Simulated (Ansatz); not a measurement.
Cu Kα1 powder pattern (kinematic, no thermal factors).
2θ (°) (relative intensity): 23.24 (68, 1 1 1), 26.90 (2, 2 0 0), 38.41 (100, 2 2 0), 45.37 (35, 3 1 1), 55.44 (17, 4 0 0), 60.91 (14, 3 3 1), 69.46 (34, 4 2 2), 74.35 (10, 5 1 1), 82.27 (11, 4 4 0), 86.94 (11, 5 3 1)

The pattern is computed from a structure relaxed with Ansatz 0.2.0, DFT PBE, scalar-relativistic, plane waves, PAW. Collinear spin, ending at 3.3 μB a primitive cell. Its elements are Si, Zr.

Task: Give the structure.

Result: Zr₂Si.
Space group F-43m (No. 216). a = 6.624 Å, b = 6.624 Å, c = 6.624 Å, α = 90.00°, β = 90.00°, γ = 90.00°
| atom | site | symmetry | x | y | z |
| --- | --- | --- | --- | --- | --- |
| Zr | 4a | -43m | 0.0000 | 0.0000 | 0.0000 |
| Zr | 4d | -43m | 0.2500 | 0.2500 | 0.7500 |
| Si | 4c | -43m | 0.2500 | 0.2500 | 0.2500 |

A pattern alone doesn't exclude other cells with like lines; this is the one computed.

Another cell of Zr2Si relaxed alike, in Fm-3m, lies 1.02 eV/atom lower, so this cell isn't the stable form at this level.

The structure comes from a generated guess; another structure or a mixture of phases may lie lower.
